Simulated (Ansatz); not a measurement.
Crystal: MnO.

```
CELL_PARAMETERS angstrom
0.00000 2.22391 2.22391
2.22391 0.00000 2.22391
2.22391 2.22391 0.00000
ATOMIC_POSITIONS crystal
Mn 0.00000 0.00000 0.00000
O 0.50000 0.50000 0.50000
```

The cell is a database's computed one.

Program: Ansatz 0.2.0. Alike in all runs: potentials or basis all-electron LAPW, scalar-relativistic; spin collinear, ferromagnetic start; cell as given; k mesh 10 × 10 × 10; cutoff (eV) 324; basis error allowed 0.001 eV/atom.

Q: Order these runs on this cell by their pressure, lowest first.
A. level PBEsol; smearing fermi-dirac 0.05 eV
B. level LDA; smearing gaussian 0.05 eV
C. level PBEsol+U; U Mn d U = 8 eV; smearing fermi-dirac 0.05 eV
D. level revPBE; smearing fermi-dirac 0.05 eV
E. level PBEsol+U; U Mn d U = 2 eV; smearing fermi-dirac 0.05 eV

A: B (-16.4 GPa), A (-7.1 GPa), E (0.4 GPa), D (4.2 GPa), C (7.4 GPa).

Caveats: a cell with one magnetic atom can't hold antiferromagnetic order, which such compounds often take; the magnetic state may not be the lowest (some runs); U is the effective U less J, on atomic orbitals that reach past the spheres (some runs); so large a pressure means that the cell lies far from this level's equilibrium, or that cutoff or potentials fall short (some runs).

Runs at the PBE level aren't shown here.
